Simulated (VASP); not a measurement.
# TiO2: relaxation of cell and atoms with PBEsol+D3(BJ)

TiO2:

```xyz
6
Lattice="4.5998 0.0000 0.0000 0.0000 4.5998 0.0000 0.0000 0.0000 2.9592" Properties=species:S:1:pos:R:3 pbc="T T T"
Ti    0.0000    0.0000    1.4796
Ti    2.2999    2.2999    0.0000
O     1.3998    1.3998    1.4796
O     0.9001    3.6997    0.0000
O     3.6997    0.9001    0.0000
O     3.2000    3.2000    1.4796
```

The cell is a database's computed one.

```
Program                : VASP 6.6.1
Task                   : relaxation of cell and atoms
Functional             : PBEsol
Dispersion             : D3(BJ)
Potentials or basis    : VASP PAW PBE potentials, release 64 (Ti_sv, O)
Cutoff                 : 600 eV
k mesh                 : 6 × 6 × 9
Occupations            : fermi-dirac, width 0.05 eV
Spin                   : no spin polarisation
Further INCAR settings : ALGO = Fast; EDIFF = 1e-07; IBRION = 2; EDIFFG = -0.01; NSW = 60; ISIF = 3
```

```json
{
  "Relaxed volume": "10.19 Å³/atom",
  "Relaxed cell": "a = 4.565 Å, b = 4.565 Å, c = 2.932 Å, α = 90.00°, β = 90.00°, γ = 90.00°",
  "Space group after relaxing (to 0.05 Å)": "P4_2/mnm (No. 136)",
  "Energy gained by relaxing": "4.4 meV/atom",
  "Ionic steps": "6",
  "Pressure after relaxing": "0.1 GPa",
  "Band gap on the k mesh": "1.84 eV, direct",
  "Dispersion energy per atom": "-0.217 eV"
}
```

Step by step:
| step | energy change (eV) | largest force (eV/Å) | pressure (GPa) | volume (Å³) |
| --- | --- | --- | --- | --- |
| 1 | 0.0000 | 0.0498 | -5.63 | 62.61 |
| 2 | 0.0246 | 0.2956 | 8.53 | 59.34 |
| 3 | -0.0259 | 0.0837 | -0.08 | 61.22 |
| 4 | -0.0259 | 0.0866 | 0.02 | 61.19 |
| 5 | -0.0266 | 0.0114 | 0.08 | 61.12 |
| 6 | -0.0266 | 0.0018 | 0.09 | 61.12 |

Final structure:
```
Ti O
1.0
     4.56546    0.00000    0.00000
     0.00000    4.56546    0.00000
     0.00000    0.00000    2.93211
Ti O
2 4
Direct
  0.00000 0.00000 0.50000
  0.50000 0.50000 0.00000
  0.30384 0.30384 0.50000
  0.19616 0.80384 0.00000
  0.80384 0.19616 0.00000
  0.69616 0.69616 0.50000
```

Levels at points of the mesh, in eV from the valence-band top:
```csv
k point,band 22,band 23,band 24,band 25,band 26,band 27
"(0.00, 0.00, 0.00)",-0.47,-0.47,0.00,1.84,2.12,2.42
"(0.50, 0.00, 0.00)",-1.69,-0.78,-0.78,2.54,2.54,3.09
"(0.50, 0.50, 0.00)",-1.33,-1.11,-1.11,1.88,1.88,2.55
```

Run time: 26 min on 1 thread of AMD EPYC 7571 (shared host), peak memory 0.23 GiB.

Caveat: the PAW data sets were made with another functional, which shifts forces and pressure a little; an odd mesh through Γ misses points on the zone boundary, where band edges often lie. A hybrid or GW would open this gap; PBEsol tends to underestimate it.
